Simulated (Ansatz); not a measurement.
**MoGe2As4 monolayer in a perpendicular field**

What dipole does a perpendicular field induce in the MoGe2As4 monolayer, and does the gap follow? A positive field points along +c.

Program: Ansatz 0.2.0. Level of theory: plane-wave DFT, PBE-D3(BJ), Ansatz PAW. Results are calculated unless marked as measured.

## Step 1: Set-up

The cell holds 7 atoms: 4 As, 2 Ge and 1 Mo. Cell: a = 3.730 Å, b = 3.730 Å, c = 49.220 Å, α = 90.0°, β = 90.0°, γ = 120.0°. Vacuum lies along c.

## Step 2: Relaxation

The starting cell is a guess, so the in-plane lattice and the atoms are relaxed first, with the slab cut off from its images along the normal.

input.yaml

```yaml
crystal:
  lattice:
    - [3.73, 0.0, 0.0]
    - [-1.865, 3.2302747561, 0.0]
    - [0.0, 0.0, 49.2195424057]
  atoms:
    - { symbol: As, position: [0.0, 0.0, 0.407358521] }
    - { symbol: Ge, position: [0.3333333333, 0.6666666667, 0.4248921795] }
    - { symbol: As, position: [0.3333333333, 0.6666666667, 0.4720279286] }
    - { symbol: Mo, position: [0.0, 0.0, 0.5] }
    - { symbol: As, position: [0.3333333333, 0.6666666667, 0.5279720714] }
    - { symbol: Ge, position: [0.3333333333, 0.6666666667, 0.5751078205] }
    - { symbol: As, position: [0.0, 0.0, 0.592641479] }
  periodic: [true, true, false]
kpoints:
  mp_grid: { grid: [12, 12, 1] }
hamiltonian:
  xc: pbe
  dispersion: d3bj
scf:
  occupations: { method: fermi_dirac, width: 0.05 }
  convergence: { dr2_threshold: 1.0e-09 }
relax:
  f_tol: 0.004
  max_steps: 90
  cell: {}
output:
  write_potential: true
  write_density: true
  volumetric_format: npy
```

Run with:

```bash
$ ansatz run input.yaml --threads 4 --pin off --max-ram 6144MiB --backend cpu --events-out ev --progress --plain --runs-dir out
```

Numbers of over 12 decimals in the logs are rounded to 6 here.

Output:

```text
Warning: relax.cell: scf.convergence.dr2_threshold = 1e-9 eV is looser than the 1.91488656446e-10 eV advised for a relaxation that steers and ends on the stress (1e-10 eV for each atom of the cell: 7, times the square of relax.cell.stress_2d_tol = 0.05 N/m over 19.1 Å (the atoms' height at the walk's start and 5 Å past either face), 2.615e-2 GPa, over a crystal's default 0.05). What an SCF threshold leaves in a stress goes as its square root, and in the free energy as the threshold itself, and one threshold admits the most on a small cell: [figures from the program's tests cut] Set scf.convergence.dr2_threshold to 1.91488656446e-10 eV or tighter. [rest of the remark cut]
Engine: ansatz 0.2.0, x86_64-unknown-linux-gnu
Pseudopotentials: kind: paw
Pseudopotential: As, paw, valence charge 15, recommended cutoff 420 eV (normal), As.paw.azcp
Pseudopotential: Ge, paw, valence charge 14, recommended cutoff 420 eV (normal), Ge.paw.azcp
Pseudopotential: Mo, paw, valence charge 14, recommended cutoff 420 eV (normal), Mo.paw.azcp
Functional definition: PBE
  parameter kappa = 0.804
  parameter beta = 0.066725
  exchange = pbe_x(kappa = kappa, mu = beta*pi^2/3)
  correlation = pbe_c(beta = beta)
Crystal: 7 atoms, lattice volume = 593.043 Å³
Basis set: ecut = 420 eV, 11661 PW (Γ), exchange–correlation on 50×50×720 points (8 copies of the dense FFT grid, shifted against one another)
Bands: 62, of which v1, the nominal top of the filled ones, is band 51 counted from 1 (50 counted from 0)
Symmetry: 12 space group operations
Space group: P-6m2 (ITA 187), of the structure as read, at distance tolerance 8.4e-5 Å
k-points: 19 of 144 (time reversal used)
Non-local potential: As, projectors of the file, l = 0: 2, l = 1: 2, l = 2: 3, l = 3: 1
Non-local potential: Ge, projectors of the file, l = 0: 2, l = 1: 2, l = 2: 3, l = 3: 1
Non-local potential: Mo, projectors of the file, l = 0: 3, l = 1: 2, l = 2: 2, l = 3: 1
PAW form: soft (Blöchl's): semilocal exchange-correlation on the pseudo side does not see the compensation charge
PAW one-centre angular grid: As, 590 points (default); XC on 64 Gauss nodes
PAW one-centre angular grid: Ge, 590 points (default); XC on 64 Gauss nodes
PAW one-centre angular grid: Mo, 590 points (default); XC on 64 Gauss nodes
Initial density: superposition of atomic densities (neutral atoms: chi_scale 0, normalization atom), corrected by the library's trained network
Initial wavefunctions: pseudopotential atomic-orbital guess
Functional: x = pbe(κ = 0.804, μ = 0.219515), c = pbe(β = 0.066725)
SCF iter   1: F=—  HF=-32972.241189 eV  |F-HF|=—  |Δ(HF+E_count)|=         —  Δρ=4.16e-3  dr2=7.87e-1  ethr=1.77e-3  ⟨swp⟩=12.1  Hψ=6344  notcnv=0  defer=18
preconditioner: auto → LDOS  [metal: Δε(μ)=0.045 eV  Ē_g=8.846 eV  σ=0.050 eV  W_gap=0.22  n_scr=84 (ndim 8)  ℏωp=8.9 eV  f_vac=0.741  D(μ)=1.66/eV (n_scr^D=10)  β→1.0]
SCF iter   2: F=—  HF=-32972.191288 eV  |F-HF|=—  |Δ(HF+E_count)|=   4.99e-2  Δρ=2.80e-3  dr2=2.39e-1  ethr=7.72e-4  ⟨swp⟩=4.0  Hψ=1887  notcnv=0  defer=72
SCF iter   3: F=—  HF=-32972.167804 eV  |F-HF|=—  |Δ(HF+E_count)|=   2.35e-2  Δρ=5.23e-4  dr2=2.71e-3  ethr=2.34e-4  ⟨swp⟩=3.7  Hψ=1906  notcnv=0  defer=72
SCF iter   4: F=—  HF=-32972.167025 eV  |F-HF|=—  |Δ(HF+E_count)|=   7.79e-4  Δρ=1.67e-4  dr2=2.51e-4  ethr=2.65e-6  ⟨swp⟩=3.3  Hψ=2219  notcnv=0  defer=72
SCF iter   5: F=—  HF=-32972.167032 eV  |F-HF|=—  |Δ(HF+E_count)|=   7.13e-6  Δρ=5.42e-5  dr2=2.84e-5  ethr=2.46e-7  ⟨swp⟩=3.2  Hψ=1980  notcnv=0  defer=72
SCF iter   6: F=—  HF=-32972.167088 eV  |F-HF|=—  |Δ(HF+E_count)|=   5.66e-5  Δρ=2.66e-5  dr2=1.33e-5  ethr=2.78e-8  ⟨swp⟩=3.3  Hψ=2267  notcnv=0  defer=72
SCF iter   7: F=—  HF=-32972.167090 eV  |F-HF|=—  |Δ(HF+E_count)|=   1.64e-6  Δρ=7.59e-6  dr2=3.27e-7  ethr=1.31e-8  ⟨swp⟩=2.8  Hψ=1561  notcnv=0  defer=72
SCF iter   8: F=—  HF=-32972.167122 eV  |F-HF|=—  |Δ(HF+E_count)|=   3.19e-5  Δρ=3.03e-6  dr2=3.27e-8  ethr=3.20e-10  ⟨swp⟩=3.6  Hψ=2524  notcnv=0  defer=72
SCF iter   9: F=—  HF=-32972.167122 eV  |F-HF|=—  |Δ(HF+E_count)|=   1.69e-7  Δρ=1.16e-6  dr2=3.87e-9  ethr=3.21e-11  ⟨swp⟩=2.9  Hψ=2321  notcnv=0  defer=72
SCF iter  10: F=-32972.167122 eV  HF=-32972.167122 eV  |F-HF|=4.60e-8  |Δ(HF+E_count)|=   9.40e-8  Δρ=3.60e-7  dr2=3.31e-10  ethr=1.00e-12  ⟨swp⟩=12.4  Hψ=8327  notcnv=0
SCF 1 converged in 10 iterations: F = -32972.167122 eV  dr2 = 3.31e-10
  greatest PAW one-centre occupation: 0.999 electrons in one spin orbital (limit 2), on the As atom at site 4 (counted from 0), in its partial waves of l = 2
relax step   1: F+E_penalty+E_count = -32972.16712219 eV  Δ(F+E_penalty+E_count) = +0.000e0 eV  max|allowed force component| = 2.752e0 eV/Å  Δτ_max = 0.0000 Å  P = +2.796 N/m  Ω = 593.043 Å³  fix = [c, alpha, beta]  reactions: c +0.000 N/m  (10 SCF iters, accepted)
Crystal: 7 atoms, lattice volume = 588.839 Å³
Basis set: ecut = 420 eV, 11577 PW (Γ), exchange–correlation on 50×50×720 points (8 copies of the dense FFT grid, shifted against one another)
Initial density: handed on by an earlier stage of this run
Initial wavefunctions: those handed on with the density
iter 1 solved again at ethr=1.53e-4 eV; its pass at ethr=3.10e-3 eV (dr2=1.56e-1 eV) is discarded
SCF iter   1: F=—  HF=-32972.950923 eV  |F-HF|=—  |Δ(HF+E_count)|=         —  Δρ=4.47e-3  dr2=1.61e-1  ethr=1.53e-4  ⟨swp⟩=4.1  Hψ=6152  notcnv=0
preconditioner: auto → LDOS  [metal: Δε(μ)=0.142 eV  Ē_g=8.655 eV  σ=0.050 eV  W_gap=0.45  n_scr=84 (ndim 8)  ℏωp=8.9 eV  f_vac=0.732  D(μ)=0.70/eV (n_scr^D=6)  β→1.0]
SCF iter   2: F=—  HF=-32972.976106 eV  |F-HF|=—  |Δ(HF+E_count)|=   2.52e-2  Δρ=2.30e-3  dr2=3.54e-1  ethr=1.53e-4  ⟨swp⟩=5.6  Hψ=2945  notcnv=0  defer=5
SCF iter   3: F=—  HF=-32972.925985 eV  |F-HF|=—  |Δ(HF+E_count)|=   5.01e-2  Δρ=7.47e-4  dr2=1.89e-2  ethr=1.53e-4  ⟨swp⟩=4.0  Hψ=2138  notcnv=0  defer=76
SCF iter   4: F=—  HF=-32972.924030 eV  |F-HF|=—  |Δ(HF+E_count)|=   1.95e-3  Δρ=3.30e-4  dr2=2.90e-3  ethr=1.85e-5  ⟨swp⟩=3.1  Hψ=1840  notcnv=0  defer=76
SCF iter   5: F=—  HF=-32972.923528 eV  |F-HF|=—  |Δ(HF+E_count)|=   5.02e-4  Δρ=1.21e-4  dr2=1.57e-4  ethr=2.84e-6  ⟨swp⟩=3.0  Hψ=1802  notcnv=0  defer=76
SCF iter   6: F=—  HF=-32972.923527 eV  |F-HF|=—  |Δ(HF+E_count)|=   9.00e-7  Δρ=3.82e-5  dr2=1.06e-5  ethr=1.54e-7  ⟨swp⟩=3.1  Hψ=2154  notcnv=0  defer=76
SCF iter   7: F=—  HF=-32972.923558 eV  |F-HF|=—  |Δ(HF+E_count)|=   3.05e-5  Δρ=1.36e-5  dr2=1.03e-6  ethr=1.04e-8  ⟨swp⟩=3.1  Hψ=2320  notcnv=0  defer=76
SCF iter   8: F=—  HF=-32972.923587 eV  |F-HF|=—  |Δ(HF+E_count)|=   2.93e-5  Δρ=3.56e-6  dr2=7.12e-8  ethr=1.01e-9  ⟨swp⟩=3.4  Hψ=2400  notcnv=0  defer=76
[...]
SCF iter  10: F=—  HF=-32973.240896 eV  |F-HF|=—  |Δ(HF+E_count)|=   1.09e-7  Δρ=6.81e-7  dr2=2.37e-9  ethr=3.13e-11  ⟨swp⟩=3.6  Hψ=2620  notcnv=0  defer=69
SCF iter  11: F=-32973.240896 eV  HF=-32973.240896 eV  |F-HF|=2.68e-9  |Δ(HF+E_count)|=   9.56e-9  Δρ=1.86e-7  dr2=1.19e-10  ethr=1.00e-12  ⟨swp⟩=11.1  Hψ=7995  notcnv=0
SCF 3 converged in 11 iterations: F = -32973.240896 eV  dr2 = 1.19e-10
  greatest PAW one-centre occupation: 0.999 electrons in one spin orbital (limit 2), on the As atom at site 2 (counted from 0), in its partial waves of l = 2
relax step   3: F+E_penalty+E_count = -32973.24089628 eV  Δ(F+E_penalty+E_count) = -3.173e-1 eV  max|allowed force component| = 3.924e-1 eV/Å  Δτ_max = 0.1949 Å  P = -2.372 N/m  Ω = 577.938 Å³  energy of the carried Pulay correction = +7.101e-4 eV  fix = [c, alpha, beta]  reactions: c -0.000 N/m  (11 SCF iters, accepted)
[...]
relax step   4: F+E_penalty+E_count = -32973.32059321 eV  Δ(F+E_penalty+E_count) = -7.970e-2 eV  max|allowed force component| = 1.788e-1 eV/Å  Δτ_max = 0.1209 Å  P = -0.520 N/m  Ω = 563.756 Å³  energy of the carried Pulay correction = +1.394e-3 eV  fix = [c, alpha, beta]  reactions: c -0.000 N/m  (11 SCF iters, accepted)
[...]
relax step   5: F+E_penalty+E_count = -32973.32382435 eV  Δ(F+E_penalty+E_count) = -3.231e-3 eV  max|allowed force component| = 3.715e-2 eV/Å  Δτ_max = 0.0152 Å  P = +0.006 N/m  Ω = 562.045 Å³  energy of the carried Pulay correction = +1.477e-3 eV  fix = [c, alpha, beta]  reactions: c +0.000 N/m  (9 SCF iters, accepted)
[...]
relax step   6: F+E_penalty+E_count = -32973.32362502 eV  Δ(F+E_penalty+E_count) = +1.993e-4 eV  max|allowed force component| = 6.448e-2 eV/Å  Δτ_max = 0.0048 Å  P = +0.048 N/m  Ω = 562.030 Å³  energy of the carried Pulay correction = +1.478e-3 eV  fix = [c, alpha, beta]  (8 SCF iters, rejected (line search))
[...]
relax step   7: F+E_penalty+E_count = -32973.32390820 eV  Δ(F+E_penalty+E_count) = -8.385e-5 eV  max|allowed force component| = 2.840e-4 eV/Å  Δτ_max = 0.0021 Å  P = -0.003 N/m  Ω = 562.173 Å³  energy of the carried Pulay correction = +1.471e-3 eV  fix = [c, alpha, beta]  reactions: c -0.000 N/m  (8 SCF iters, accepted)
Initial wavefunctions: pseudopotential atomic-orbital guess (no wavefunctions were taken with the density)
iter 1 solved again at ethr=6.99e-7 eV; its pass at ethr=3.10e-3 eV (dr2=7.13e-4 eV) is discarded
SCF iter   1: F=—  HF=-32973.322597 eV  |F-HF|=—  |Δ(HF+E_count)|=         —  Δρ=2.60e-5  dr2=6.79e-7  ethr=6.99e-7  ⟨swp⟩=6.8  Hψ=10546  notcnv=0
eigensolver tolerance schedule: the retry pair's looser diagonalisation over-reported the residual by 1049.04 of it (diagonalisation noise at 0.31 of the residual, at the tolerance the schedule requests for it); recorded, not acted on — ethr = c·dr2/N_el stays at c = 1.0e-1
preconditioner: auto → Resta (q_TF=auto, 2.053 Å⁻¹)  ε∞=2.2  [insulator: Δε(μ)=0.593 eV  Ē_g=8.486 eV  σ=0.050 eV  W_gap=0.99  n_scr=74 (ndim 8)  ℏωp=9.1 eV  f_vac=0.721  D(μ)=0.01/eV (n_scr^D=0)  ε∞_Penn≈2.2  vacuum switching on, ρ_ref=5.2e-3 e/Å³]
SCF iter   2: F=—  HF=-32973.322629 eV  |F-HF|=—  |Δ(HF+E_count)|=   3.27e-5  Δρ=1.61e-5  dr2=4.05e-7  ethr=6.66e-10  ⟨swp⟩=4.4  Hψ=3433  notcnv=0
SCF iter   3: F=—  HF=-32973.322630 eV  |F-HF|=—  |Δ(HF+E_count)|=   2.38e-7  Δρ=5.39e-6  dr2=7.07e-8  ethr=3.97e-10  ⟨swp⟩=2.1  Hψ=2154  notcnv=0
SCF iter   4: F=—  HF=-32973.322630 eV  |F-HF|=—  |Δ(HF+E_count)|=   5.57e-8  Δρ=4.18e-6  dr2=4.22e-7  ethr=6.93e-11  ⟨swp⟩=3.6  Hψ=2676  notcnv=0  recentre
SCF iter   5: F=—  HF=-32973.322630 eV  |F-HF|=—  |Δ(HF+E_count)|=   4.00e-8  Δρ=7.13e-7  dr2=1.16e-8  ethr=6.93e-11  ⟨swp⟩=2.5  Hψ=1819  notcnv=0
SCF iter   6: F=-32973.322630 eV  HF=-32973.322630 eV  |F-HF|=8.95e-10  |Δ(HF+E_count)|=  4.44e-10  Δρ=4.10e-7  dr2=6.08e-10  ethr=1.00e-12  ⟨swp⟩=13.4  Hψ=9467  notcnv=0
SCF 8 converged in 6 iterations: F = -32973.322630 eV  dr2 = 6.08e-10
relax step   8: F+E_penalty+E_count = -32973.32262961 eV  Δ(F+E_penalty+E_count) = +1.279e-3 eV  max|allowed force component| = 3.477e-4 eV/Å  Δτ_max = 0.0000 Å  P = -0.009 N/m  Ω = 562.173 Å³  fix = [c, alpha, beta]  reactions: c -0.000 N/m  stress off target by 8.77e-3 N/m on what of the cell is left free  SCF on the basis re-selected at this cell (its energy is not comparable with the rows above)  (6 SCF iters)
basis re-selected at this cell: Δ(F+E_penalty+E_count) = +1.279e-3 eV, ΔP = -0.006 N/m vs the last step (what re-selecting the basis moved, of the pressure what is left beyond the Pulay correction that the steps carried, after the strain that the cell walked since its last selection, with what the two solves' SCF thresholds leave and, on support functions, any second-order correction that the steps lacked; it is no m [...]
SCF converged after 6 iterations
Free energy (F): -32973.322630 eV
Harris-Foulkes:  -32973.322630 eV  (|F-HF|=8.95e-10)
Internal energy: -32973.322455 eV  (E = F + TS)
E sigma→0 (E₀):  -32973.322542 eV
Entropy (-TS):   -0.000174 eV (-0.025 meV/atom)
Fermi energy:    -4.673931 eV
--- Per-component energies (eV) ---
  E_band       = -2903.043171
  E_kinetic    = 1077.220124
  E_local      = -689970.802503  (includes V_loc(G=0)·N_el)
  E_nonlocal   = -1700.159985
  E_hartree    = 344104.502972
  E_xc         = -651.616285
  E_vxc        = -675.382803  (∫ρ·V_xc dr)
  E_paw        = -14582.783338  (= ΣΔE_a)
  E_vpaw       = 157.083541  (= ΣTr[D̂ρ^β])
  E_aug_tail   = 0.000705  (compensation charges beyond the density's cutoff)
  E_ewald      = 328752.761858
  E_disp       = -2.446004  (pairwise vdW)
  E_smearing   = -0.000174  (= −TS)
  E_closure    = -0.000000  (closes the sum)
  Σ components = -32973.322630   (vs F -32973.322630, Δ=0.00e0)
--- Forces (eV/Å), atoms counted from 1 ---
  atom   1  As     0.00000000    -0.00000000    -0.00034769
  atom   2  Ge     0.00000000    -0.00000000    -0.00016699
  atom   3  As     0.00000000    -0.00000000    -0.00021355
  atom   4  Mo     0.00000000    -0.00000000     0.00000000
  atom   5  As     0.00000000    -0.00000000     0.00021355
  atom   6  Ge     0.00000000    -0.00000000     0.00016699
  atom   7  As     0.00000000    -0.00000000     0.00034769
  max |Σ_I F_I| component: 2.47e-16 eV/Å
--- 2D stress c σ (N/m, compression-positive) ---
       -0.008775      -0.000000       0.000000
       -0.000000      -0.008775       0.000000
        0.000000       0.000000      -0.000000
  P = ½ c Tr σ = -0.0088 N/m
--- Band table (eV; the first three rows and the last of 19) ---
  k-point 0: bands = [... 47 lower, -5.0066, -5.0066, -4.9784, -4.9784, -2.6315, -2.6107, -2.0307, -2.0307, ... 7 higher]
  k-point 1: bands = [... 47 lower, -5.6227, -5.2127, -5.1774, -5.0236, -2.4436, -2.4336, -1.8870, -1.8743, ... 7 higher]
  k-point 2: bands = [... 47 lower, -5.7350, -5.6662, -5.6193, -5.1903, -2.9217, -2.8967, -2.0338, -2.0189, ... 7 higher]
  k-point 18: bands = [... 47 lower, -7.3945, -6.5187, -5.8331, -5.0566, -4.3857, -4.1584, -3.2167, -3.0639, ... 7 higher]
  the weakly bound empty levels are not read free of the cell's end (no_gap_told)
--- Relaxed structure (7 steps of the walk, 6 accepted, 1 SCFs on fresh bases) ---
  F+E_penalty+E_count = -32973.32262961 eV   max|allowed force component| = 3.477e-4 eV/Å   (the final SCF, on the basis selected at the relaxed cell)
  cell:  # Å, volume = 562.1732 Å³
    - [3.631625, 3.64062028742963e-18, 0]
    - [-1.815812, 3.145079, 0]
    - [0, 0, 49.2195424057]
  atoms:
    - { symbol: As, position: [1.3178113783993585e-17, -5.135725556199065e-17, 0.396691] }
    - { symbol: Ge, position: [0.333333, 0.666667, 0.420911] }
    - { symbol: As, position: [0.333333, 0.666667, 0.470172] }
    - { symbol: Mo, position: [1.0573552618554969e-17, -5.135725556199065e-17, 0.500000] }
    - { symbol: As, position: [0.333333, 0.666667, 0.529828] }
    - { symbol: Ge, position: [0.333333, 0.666667, 0.579089] }
    - { symbol: As, position: [7.968991453116396e-18, -5.135725556199065e-17, 0.603309] }
```

Elapsed: 76 s, on 4 threads of INTEL XEON PLATINUM 8581C at 2.30GHz (Emerald Rapids), shared host; peak memory 1.5 GiB.

Step by step:

```
step  energy less that of the first step (eV)  largest force component (eV/Å)  volume (Å³)
   1                                   0.0000                          2.7523       593.04
   2                                  -0.7565                          1.0834       588.84
   3                                  -1.0738                          0.3924       577.94
   4                                  -1.1535                          0.1788       563.76
   5                                  -1.1567                          0.0372       562.04
   6                                  -1.1565                          0.0645       562.03
   7                                  -1.1568                          0.0003       562.17
  8*                                  -1.1555                          0.0003       562.17
```

Relaxation steps marked * repeat the geometry before them on a plane-wave basis chosen anew for their cell, so energy and pressure can jump there. Relaxation step 6 was tried and not accepted.

Forces are held to the 12 operations that the run works with; a distortion that breaks them can't arise in this run.

```
cell as run  before  after  change
      a (Å)   3.730  3.632  -2.6 %
      b (Å)   3.730  3.632  -2.6 %
```

The atoms that moved most (Å, along periodic axes as changes of fractional coordinates times the final cell, across vacuum about the mean position):

```
atom     dx     dy      dz  length
 As7  0.000  0.000   0.525   0.525
 As1  0.000  0.000  -0.525   0.525
 Ge6  0.000  0.000   0.196   0.196
 Ge2  0.000  0.000  -0.196   0.196
 As5  0.000  0.000   0.091   0.091
 As3  0.000  0.000  -0.091   0.091
```

Numbers from this step:

| Item | Value |
| --- | --- |
| energy at zero smearing | -32973.3225 eV |

The lattice constant a goes from 3.730 to 3.632 Å.

[end of part 1 of 2]

[Logs are printed without paths, hosts, clocks, repeated set-up lines and the standing remarks that a program may print on its own settings, such as how far it seeks lower states.]

[Hosts, paths, dates, database ids (printed as entryN), source tags and the programs' standing remarks are cut or masked in the printed files.]

[Maps of the electrostatic potential energy from Ansatz leave out the sawtooth potential of an applied field or a dipole correction, so their vacuum need not be flat; planar profiles and work functions include it.]
